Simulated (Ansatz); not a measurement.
The system is Zn.

```xyz
1
Lattice="-1.5690 1.5690 1.5690 1.5690 -1.5690 1.5690 1.5690 1.5690 -1.5690" Properties=species:S:1:pos:R:3 pbc="T T T"
Zn    0.0000    0.0000    0.0000
```

This isn't the form of Zn at room conditions, which is hcp.

Base run:

- Program: Ansatz 0.2.0
- Functional: PBEsol
- Potentials or basis: all-electron LAPW, scalar-relativistic
- Cutoff: 253 eV (chosen from the basis error)
- Basis error allowed: 0.001 eV/atom
- k mesh: 12 × 12 × 12
- Occupations: fermi-dirac, width 0.05 eV
- Spin: no spin polarisation

Its results: pressure -5.2 GPa.

The run is repeated on the same cell with these changes: functional from PBEsol to LDA. What comes out?

Pressure -8.3 GPa.

LDA binds more tightly than PBEsol, so the same cell stands under less pressure.
